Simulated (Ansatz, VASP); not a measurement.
**Nb in VASP and in Ansatz**

```
Nb
1.0
     2.31386    1.33591    0.96885
    -2.31386    1.33591    0.96885
     0.00000   -2.67182    0.96885
Nb
1
Direct
  0.50000 0.50000 0.50000
```

Alike in both runs: functional r2SCAN; k mesh 9 × 9 × 9; occupations gaussian, width 0.1 eV; no spin polarisation.

Ansatz relaxed the structure, and its values are those at the end. VASP's run is a single point on that final structure, the one shown.

```csv
,VASP,Ansatz
version,VASP 6.6.1,Ansatz 0.2.0
potentials or method,"VASP PAW PBE potentials, release 64 (Nb_sv)","scalar-relativistic, plane waves, PAW"
plane-wave cutoff (eV),520,500
valence electrons in the cell,13,13
```

|  | VASP | Ansatz | Ansatz less VASP |
| --- | --- | --- | --- |
| gap on the k mesh at the Fermi level (eV) | none | none | - |
| pressure (GPa) | -0.1 | 0.1 | +0.21 |

A gap of «none» marks a metal or a gap that the smearing closes.

Caveats: the PAW data sets were made with another functional, which shifts forces and pressure a little (VASP).
